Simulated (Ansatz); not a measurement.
# SiGe2: what a guessed cell relaxes into, part 2 of 2

Where does this trial cell of SiGe2 go when cell and atoms are let free?

Ansatz 0.2.0; DFT PBE, scalar-relativistic, plane waves, PAW.

### Step 4. Changing settings: ecutwfc 22.0 Ry, scf.algorithm density_mixing, eigensolver.kind davidson

File input.yaml:

```yaml
crystal:
  lattice:
    - [3.0450781608, 0.0, 0.0]
    - [-1.5225390804, 2.6371150438, 0.0]
    - [0.0, 0.0, 7.1137852448]
  atoms:
    - { symbol: Si, position: [0.0, 0.0, 0.5] }
    - { symbol: Ge, position: [0.6666666667, 0.3333333333, 0.7886094332] }
    - { symbol: Ge, position: [0.3333333333, 0.6666666667, 0.2113905668] }
basis:
  ecutwfc: "22.0 Ry"
kpoints:
  mp_grid: { grid: [18, 18, 8] }
hamiltonian:
  xc: pbe
scf:
  occupations: { method: gaussian, width: 0.1 }
  algorithm: density_mixing
  eigensolver: { kind: davidson }
output:
  forces: true
  eigenvalues: true
  stress: true
```

Launch:

```console
> ansatz run input.yaml --threads 1 --pin off --max-ram 2560MiB --backend cpu --events-out ev --progress --plain --runs-dir out
```

Standard output (excerpt; [...] marks lines left out):

```text
Warning: basis.ecutwfc = 299.325248705868 eV is below the records' recommended 420 eV, and the density's cutoff is lower with it unless basis.ecutrho_ratio is high enough to keep the records' density cutoff: compare with a run at a higher cutoff
Warning: RAYON_NUM_THREADS=1 ignored (pool sized by the plan → 1); use --threads N
[...]
Pseudopotentials: kind: paw
Pseudopotential: Si, paw, valence charge 4, recommended cutoff 420 eV (normal), Si.paw.azcp
Pseudopotential: Ge, paw, valence charge 14, recommended cutoff 420 eV (normal), Ge.paw.azcp
Functional definition: PBE
[...]
Crystal: 3 atoms, lattice volume = 57.125 Å³
Basis set: ecut = 299.325248705868 eV, 687 PW (Γ), exchange–correlation on 36×36×90 points (8 copies of the dense FFT grid, shifted against one another)
Bands: 20, of which v1, the nominal top of the filled ones, is band 16 counted from 1 (15 counted from 0)
Symmetry: 12 space group operations
Space group: P-3m1 (ITA 164), of the structure as read, at distance tolerance 3.9e-5 Å
k-points: 266 of 2592
[...]
SCF iter   1: F=—  HF=-9224.220862 eV  |F-HF|=—  |Δ(HF+E_count)|=         —  Δρ=2.51e-3  dr2=2.42e-3  ethr=1.77e-3  ⟨swp⟩=5.3  Hψ=20590  notcnv=0
[...]
SCF iter   7: F=-9224.212837 eV  HF=-9224.212837 eV  |F-HF|=2.69e-8  |Δ(HF+E_count)|=   1.83e-8  Δρ=7.89e-6  dr2=3.96e-8  ethr=1.51e-9  ⟨swp⟩=3.0  Hψ=10263  notcnv=0
[...]
SCF converged after 7 iterations
Free energy (F): -9224.212837 eV
[...]
E sigma→0 (E₀):  -9224.210108 eV
Entropy (-TS):   -0.005457 eV (-1.819 meV/atom)
Fermi energy:    9.674390 eV
[...]
--- Forces (eV/Å), atoms counted from 1 ---
  atom   1  Si    -0.00000000    -0.00000000     0.00000000
  atom   2  Ge    -0.00000000    -0.00000000     0.01845081
  atom   3  Ge     0.00000000     0.00000000    -0.01845081
[...]
--- Stress (GPa, compression-positive) ---
       -0.023366      -0.000000      -0.000000
        0.000000      -0.023366      -0.000000
       -0.000000      -0.000000       0.188448
  P = ⅓ Tr σ = 0.0472 GPa (0.472 kbar)
--- Band table (eV; the first three rows and the last of 266) ---
  k-point 0: bands = ["-15.1873", "-15.1873", "-15.1859", "-15.1859", "-15.1710", "-15.1665", "-15.1287", "-15.1287", "-15.1216", "-15.1216", "-3.5167", "-1.2928", "1.1987", "8.0585", "10.0032", "15.0983", "15.0983", "16.0709", "16.0709", "18.0580"]
[...]
```

Run time: 29 s. Hardware: 1 thread of AMD EPYC, shared host; peak memory 0.44 GiB.

| run | ending | energy change | pressure (GPa) | gap (eV) | force (eV/Å) | cycles | time |
| --- | --- | --- | --- | --- | --- | --- | --- |
| step 3 | converged | 0 | 0.0 | 0.00 | 0.00 | - | 6 min |
| variant | converged | +91.2 meV/atom | 0.0 | 0.00 | 0.02 | 7 | 29 s |

Changing the cutoff and solver moves the energy by +91.2 meV/atom. The lower cutoff gives the higher energy: the smaller basis describes the state less well. The log warns that the cutoff is under what these potentials recommend, so the shift is basis error. These settings are too coarse to quote as the system's properties.

### Step 5. Relaxation repeated from the relaxed cell

File input.yaml:

```yaml
crystal:
  lattice:
    - [3.0450781608, 0.0, 0.0]
    - [-1.5225390804, 2.6371150438, 0.0]
    - [0.0, 0.0, 7.1137852448]
  atoms:
    - { symbol: Si, position: [0.0, 0.0, 0.5] }
    - { symbol: Ge, position: [0.6666666667, 0.3333333333, 0.7886094332] }
    - { symbol: Ge, position: [0.3333333333, 0.6666666667, 0.2113905668] }
basis:
  ecutwfc: 420
kpoints:
  mp_grid: { grid: [18, 18, 8] }
hamiltonian:
  xc: pbe
scf:
  occupations: { method: gaussian, width: 0.1 }
output:
  forces: true
  stress: true
  eigenvalues: true
relax:
  adjacent_minimum: "off"
  f_tol: 0.01
  max_steps: 80
  cell: { stress_tol: 0.05 }
```

Launch:

```console
> ansatz run input.yaml --threads 1 --pin off --max-ram 2560MiB --backend cpu --events-out ev --progress --plain --runs-dir out
```

Standard output (excerpt; [...] marks lines left out):

```text
Warning: RAYON_NUM_THREADS=1 ignored (pool sized by the plan → 1); use --threads N
[...]
Pseudopotentials: kind: paw
Pseudopotential: Si, paw, valence charge 4, recommended cutoff 420 eV (normal), Si.paw.azcp
Pseudopotential: Ge, paw, valence charge 14, recommended cutoff 420 eV (normal), Ge.paw.azcp
Functional definition: PBE
[...]
Crystal: 3 atoms, lattice volume = 57.125 Å³
Basis set: ecut = 420 eV, 1079 PW (Γ), exchange–correlation on 48×48×96 points (8 copies of the dense FFT grid, shifted against one another)
Bands: 20, of which v1, the nominal top of the filled ones, is band 16 counted from 1 (15 counted from 0)
Symmetry: 12 space group operations
Space group: P-3m1 (ITA 164), of the structure as read, at distance tolerance 3.9e-5 Å
k-points: 266 of 2592
[...]
SCF iter   1: F=—  HF=-9224.486791 eV  |F-HF|=—  |Δ(HF+E_count)|=         —  Δρ=2.06e-3  dr2=2.27e-3  ethr=1.77e-3  ⟨swp⟩=5.2  Hψ=24906  notcnv=0
[...]
        0.000000       0.013496      -0.000000
       -0.000000      -0.000000       0.004743
  P = ⅓ Tr σ = 0.0106 GPa (0.106 kbar)
--- Band table (eV; the first three rows and the last of 266) ---
  k-point 0: bands = ["-14.9902", "-14.9902", "-14.9899", "-14.9899", "-14.9770", "-14.9698", "-14.9322", "-14.9322", "-14.9275", "-14.9275", "-3.5117", "-1.2887", "1.2036", "8.0567", "10.0079", "15.0972", "15.0972", "16.0721", "16.0721", "18.0610"]
[...]
--- Relaxed structure (1 steps of the walk, 1 accepted, 1 SCFs on fresh bases) ---
  F+E_penalty+E_count = -9224.48629282 eV   max|allowed force component| = 5.369e-4 eV/Å   (the final SCF, on the basis selected at the relaxed cell)
  cell:  # Å, volume = 57.1253 Å³
    - [3.045078160821942, 0.0, 0.0]
    - [-1.522539080410971, 2.637115043780998, 0.0]
    - [0.0, 0.0, 7.1137852448]
  atoms:
    - { symbol: Si, position: [0.0, 0.0, 0.5000000000000001] }
    - { symbol: Ge, position: [0.6666666666666665, 0.33333333333333337, 0.7886094332000001] }
    - { symbol: Ge, position: [0.33333333333333337, 0.6666666666666667, 0.21139056680000007] }
```

It took 63 s on 1 thread of AMD EPYC, shared host; peak memory 0.6 GiB.

Step by step:

| step | energy from step 1 (eV/cell) | largest force component (eV/Å) | pressure (GPa) | volume (Å³) |
| --- | --- | --- | --- | --- |
| 1 | 0.0000 | 0.0005 | 0.01 | 57.13 |
| 2 | 0.0000 | 0.0005 | 0.01 | 57.13 |

Step 1 is the start. Step 2 repeats the geometry before it on a plane-wave basis chosen anew for that cell, so its energy need not be comparable with the rows above.

|  | before | after | change |
| --- | --- | --- | --- |
| a (Å) | 3.045 | 3.045 | 0.0 % |
| b (Å) | 3.045 | 3.045 | 0.0 % |
| c (Å) | 7.114 | 7.114 | 0.0 % |
| volume (Å³/atom) | 19.04 | 19.04 | 0.0 % |
| shortest distance (Å) | 2.703 | 2.703 | 0.0 % |
| space group (0.01 Å) | P-3m1 | P-3m1 | same |

Forces and stress were held to the start's 12 operations: a distortion of lower symmetry was not tested.

### Step 6. Changing settings: ecutwfc 200 eV, pseudopotentials.kind nc, pseudopotentials.accuracy standard

Changes to input.yaml since step 5:

```diff
@@ -10,3 +10,3 @@
 basis:
-  ecutwfc: 420
+  ecutwfc: "200 eV"
 kpoints:
@@ -15,2 +15,3 @@
   xc: pbe
+  pseudopotentials: { kind: nc, accuracy: standard }
 scf:
@@ -19,8 +20,3 @@
   forces: true
+  eigenvalues: true
   stress: true
-  eigenvalues: true
-relax:
-  adjacent_minimum: "off"
-  f_tol: 0.01
-  max_steps: 80
-  cell: { stress_tol: 0.05 }
```

Launch:

```console
> ansatz run input.yaml --threads 1 --pin off --max-ram 2560MiB --backend cpu --events-out ev --progress --plain --runs-dir out
```

Standard output (excerpt; [...] marks lines left out):

```text
Warning: basis.ecutwfc = 200 eV is below the records' recommended 1061.244064 eV, and the density's cutoff is lower with it unless basis.ecutrho_ratio is high enough to keep the records' density cutoff: compare with a run at a higher cutoff
Warning: RAYON_NUM_THREADS=1 ignored (pool sized by the plan → 1); use --threads N
[...]
Pseudopotentials: kind: nc
Pseudopotential: Si, nc, valence charge 4, recommended cutoff 489.804952 eV (normal), Si.nc.azcp (PseudoDojo's, or run here from an input of PseudoDojo's; its table is named by hamiltonian.pseudopotentials.accuracy)
Pseudopotential: Ge, nc, valence charge 14, recommended cutoff 1061.244064 eV (normal), Ge.nc.azcp (PseudoDojo's, or run here from an input of PseudoDojo's; its table is named by hamiltonian.pseudopotentials.accuracy)
Functional definition: PBE
[...]
Crystal: 3 atoms, lattice volume = 57.125 Å³
Basis set: ecut = 200 eV, 389 PW (Γ), exchange–correlation on 30×30×72 points (8 copies of the dense FFT grid, shifted against one another)
[...]
SCF iter   1: F=—  HF=-4413.120417 eV  |F-HF|=—  |Δ(HF+E_count)|=         —  Δρ=1.60e0  dr2=1.06e3  ethr=3.10e-3  ⟨swp⟩=7.8  Hψ=33146  notcnv=0
[...]
SCF iter  12: F=-3959.737118 eV  HF=-3959.737118 eV  |F-HF|=3.76e-8  |Δ(HF+E_count)|=   2.22e-7  Δρ=7.13e-6  dr2=4.68e-8  ethr=3.13e-10  ⟨swp⟩=5.9  Hψ=29529  notcnv=0
[...]
SCF converged after 12 iterations
Free energy (F): -3959.737118 eV
[...]
E sigma→0 (E₀):  -3959.729764 eV
Entropy (-TS):   -0.014709 eV (-4.903 meV/atom)
Fermi energy:    7.977266 eV
[...]
--- Forces (eV/Å), atoms counted from 1 ---
  atom   1  Si    -0.00000000     0.00000000     0.00000000
  atom   2  Ge    -0.00000000     0.00000000    -4.77057201
  atom   3  Ge     0.00000000    -0.00000000     4.77057201
[...]
--- Stress (GPa, compression-positive) ---
      -53.918294      -0.000000      -0.000000
        0.000000     -53.918294      -0.000000
       -0.000000      -0.000000     -85.122343
  P = ⅓ Tr σ = -64.3196 GPa (-643.196 kbar)
--- Band table (eV; the first three rows and the last of 266) ---
  k-point 0: bands = ["-7.4458", "-6.9607", "-0.6874", "0.1955", "0.1955", "1.0517", "1.3605", "1.3605", "2.8516", "2.8516", "3.6807", "3.6807", "5.4134", "5.8956", "7.9826", "9.7154", "9.7154", "9.8179", "9.8179", "14.4526"]
[...]
```

Run time: 16 s. Hardware: 1 thread of AMD EPYC, shared host; peak memory 0.36 GiB.

| run | ending | energy change | pressure (GPa) | gap (eV) | force (eV/Å) | cycles | time |
| --- | --- | --- | --- | --- | --- | --- | --- |
| step 5 | converged | - | 0.0 | 0.00 | 0.00 | - | 63 s |
| variant | converged | not comparable | -64.3 | 0.00 | 4.77 | 12 | 16 s |

After a change of potentials the difference of the totals has no physical meaning; the pressure goes from 0.0 to -64.3 GPa and the largest force goes from 0.00 to 4.77 eV/Å. The cutoff changed too. The cutoff is under what these potentials recommend, as the log warns, so basis error is mixed in.

### Step 7. Outcome

The summary covers parts 1 to 2. Changes of volume or cell count from the first structure of part 1.

```
                              quantity                                                                       value
symmetry at the end (tolerance 0.05 Å)                                                 space group P-3m1 (No. 164)
                     conventional cell  a = 3.045 Å, b = 3.045 Å, c = 7.114 Å, α = 90.00°, β = 90.00°, γ = 120.00°
                                volume                                                               19.04 Å³/atom
              energy over the elements                                                               +0.43 eV/atom
                       gap on the mesh                                                                none (metal)
```

The space group P-3m1 (No. 164) is kept, and the volume per atom grows by 6.3 % from the first guess. With a positive formation energy it can't be a ground state. No finished test with a distortion of lower symmetry is shown, so the end may be a saddle point.
